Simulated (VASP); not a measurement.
K, 4 atoms in the cell. The cell holds a slab with vacuum, 4 atoms: a = 4.797 Å, b = 4.797 Å, c = 25.176 Å, α = 90.00°, β = 90.00°, γ = 90.00°. The slab is cut from a database's or a generator's crystal, which needn't be the stable form of the element.

* Program: VASP 6.6.1
* Task: relaxation of the atoms
* Functional: RPBE
* Dispersion: D3
* Potentials or basis: VASP PAW PBE potentials, release 64 (K_sv)
* Cutoff: 520 eV
* k mesh: 5 × 5 × 1
* Occupations: fermi-dirac, width 0.05 eV
* Spin: no spin polarisation
* Dipole correction: yes
* Atoms held fixed (from 0): [0, 1]
* Further INCAR settings: ALGO = Normal; EDIFF = 1e-06; IBRION = 2; EDIFFG = -0.02; NSW = 60

Potentials or basis: VASP PAW PBE potentials, release 64 (K_sv).

Launch:

```sh
$ cat potpaw_PBE.64/K_sv/POTCAR > POTCAR
$ mpirun -np 1 vasp_std > vasp.out
```

Hardware: 1 thread of Intel(R) Xeon(R) Platinum 8259CL CPU @ 2.50GHz (Skylake/Cascade Lake), on a shared host.

**Question.** Estimate the wall time of this run.

**Answer.** Wall time 7.4 min on 1 thread of Intel(R) Xeon(R) Platinum 8259CL CPU @ 2.50GHz (Skylake/Cascade Lake), on a shared host, peak memory 0.59 GiB. Counts: scf iterations 64, k points 6, ion steps 7.
